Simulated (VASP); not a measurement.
# MgS in VASP 6.6.1, single-point calculation

INCAR

```
ISMEAR = -1
NSW = 0
NBANDS = 11
LCHARG = .FALSE.
IBRION = -1
PREC = High
LWAVE = .FALSE.
LREAL = .FALSE.
ISIF = 2
LASPH = .TRUE.
SIGMA = 0.02
EDIFF = 1E-7
NELM = 120
ENCUT = 520
GGA = PE
```

KPOINTS

```
KPOINTS created by Atomic Simulation Environment
0
Gamma
8 8 8
0 0 0
```

POSCAR

```
Mg S
 1.0000000000000000
     0.0000000000000000    2.6795634751000001    2.5593409339000002
     2.6795634751000001    0.0000000000000000    2.5593409339000002
     2.6795634751000001    2.6795634751000001    0.0000000000000000
 Mg  S
   1   1
Cartesian
  0.0000000000000000  0.0000000000000000  0.0000000000000000
  2.6795634750999997  2.6795634750999997  2.5593409339000002
```

The recommended PBE PAW datasets give the neutral cell 8 valence electrons.

Command

```
mpirun -np 1 vasp_std
```

Task: How does this run end, and what does it give?

Result: It converged. Results: gap between bands v and c on the k mesh 2.50 eV; least direct gap on the k mesh 3.32 eV; pressure -1.9 GPa. Band v is the last that the valence electrons fill when counted band by band, and c is the next.

OSZICAR

```
N       E                     dE             d eps       ncg     rms          rms(c)
DAV:   1     0.216689458917E+02    0.21669E+02   -0.35740E+03  1346   0.593E+02
DAV:   2    -0.748304034971E+01   -0.29152E+02   -0.27630E+02  1676   0.996E+01
DAV:   3    -0.889959934481E+01   -0.14166E+01   -0.14136E+01  1605   0.231E+01
DAV:   4    -0.890851496532E+01   -0.89156E-02   -0.89148E-02  1524   0.218E+00
DAV:   5    -0.890860190495E+01   -0.86940E-04   -0.86939E-04  1654   0.216E-01    0.425E+00
DAV:   6    -0.852299511821E+01    0.38561E+00   -0.86072E-01  1475   0.358E+00    0.330E+00
DAV:   7    -0.848196128146E+01    0.41034E-01   -0.22379E-01  1570   0.201E+00    0.222E+00
DAV:   8    -0.848175066191E+01    0.21062E-03   -0.16607E-02  1451   0.775E-01    0.102E+00
DAV:   9    -0.848135626292E+01    0.39440E-03   -0.10305E-03  1478   0.179E-01    0.366E-01
DAV:  10    -0.848136999038E+01   -0.13727E-04   -0.29871E-04  1537   0.784E-02    0.476E-02
DAV:  11    -0.848136629873E+01    0.36917E-05   -0.21899E-05  1556   0.205E-02    0.202E-02
DAV:  12    -0.848136627535E+01    0.23381E-07   -0.10241E-06  1541   0.615E-03    0.341E-03
DAV:  13    -0.848136621581E+01    0.59546E-07   -0.36834E-08   955   0.908E-04
   1 F= -.84813662E+01 E0= -.84813662E+01  d E =-.658673E-12
```

For comparison, a separate PBE run of the intended cell, on usual settings and not on those above, gives a gap of 2.50 eV on its mesh and a pressure of -1.9 GPa.
